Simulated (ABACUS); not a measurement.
This ABACUS 3.10.1 run on Ga2O3 needs a look.

File INPUT:

```
INPUT_PARAMETERS
suffix              Ga2O3
calculation         scf
basis_type          lcao
pseudo_dir          ./
orbital_dir         ./
symmetry            1
dft_functional      gga_pbe
ecutwfc             100
pseudo_rcut         7
nspin               1
nbands              53
ks_solver           genelpa
smearing_method     fd
smearing_sigma      0.00367493
scf_thr             1e-07
scf_nmax            100
mixing_type         broyden
mixing_beta         0.7
cal_force           1
cal_stress          1
out_mul             1
```

File STRU:

```
ATOMIC_SPECIES
Ga 69.7230 Ga.upf
O 15.9990 O.upf

NUMERICAL_ORBITAL
Ga_confined-atom_8au_2s2p2d.orb
O_confined-atom_6au_2s2p1d.orb

LATTICE_CONSTANT
1.8897261246

LATTICE_VECTORS
6.1070000000 -1.5185500000 0.0000000000
6.1070000000 1.5185500000 0.0000000000
-1.3859888959 0.0000000000 5.6300087380

ATOMIC_POSITIONS
Direct

Ga
0.0
4
0.3413400000 0.3413400000 0.6859800000 1 1 1
0.6586600000 0.6586600000 0.3140200000 1 1 1
0.9095000000 0.9095000000 0.2054000000 1 1 1
0.0905000000 0.0905000000 0.7946000000 1 1 1

O
0.0
6
0.5041000000 0.5041000000 0.7434000000 1 1 1
0.4959000000 0.4959000000 0.2566000000 1 1 1
0.8267000000 0.8267000000 0.4368000000 1 1 1
0.1733000000 0.1733000000 0.5632000000 1 1 1
0.8355000000 0.8355000000 0.8902000000 1 1 1
0.1645000000 0.1645000000 0.1098000000 1 1 1
```

KPT

```
K_POINTS
0
Gamma
6 6 4 0 0 0
```

Potentials or basis: PseudoDojo NC SR 0.4.1 PBE standard, DZP LCAO (the cutoffs set its grid).

Launch:

```sh
$ OMP_NUM_THREADS=4 abacus > log
```

running log:

```text
ABACUS v3.10.1

               Atomic-orbital Based Ab-initio Computation at UStc

 ------------------------------------------------------------------------------------

 READING GENERAL INFORMATION
                           global_out_dir = OUT.Ga2O3/
                           global_in_card = INPUT
                               pseudo_dir = ./
[... 126 lines left out ...]
                         NOTICE
 !!!!!!!!!!!!!!!!!!!!!!!!!!!!!!!!!!!!!!!!!!!!!!!!!!!!!!!!!

 Unrecognized exchange-correlation functional 'GGA_PBE'.
 Possible source: Pseudopotential file or dft_functional parameter.
 Please explicitly set dft_functional in INPUT,
 or verify the functional name is supported.
 CHECK IN FILE : OUT.Ga2O3/warning.log

 !!!!!!!!!!!!!!!!!!!!!!!!!!!!!!!!!!!!!!!!!!!!!!!!!!!!!!!!!
                         NOTICE
 !!!!!!!!!!!!!!!!!!!!!!!!!!!!!!!!!!!!!!!!!!!!!!!!!!!!!!!!!
 Check in file : OUT.Ga2O3/warning.log
```

On the terminal:

```text
ABACUS v3.10.1
[... 31 lines left out ...]
                         NOTICE
 !!!!!!!!!!!!!!!!!!!!!!!!!!!!!!!!!!!!!!!!!!!!!!!!!!!!!!!!!
```

Question: Diagnose the run.

Answer: The program refused the input. The input holds a flaw that was put in on purpose: unknown functional name (dft_functional = gga_pbe).
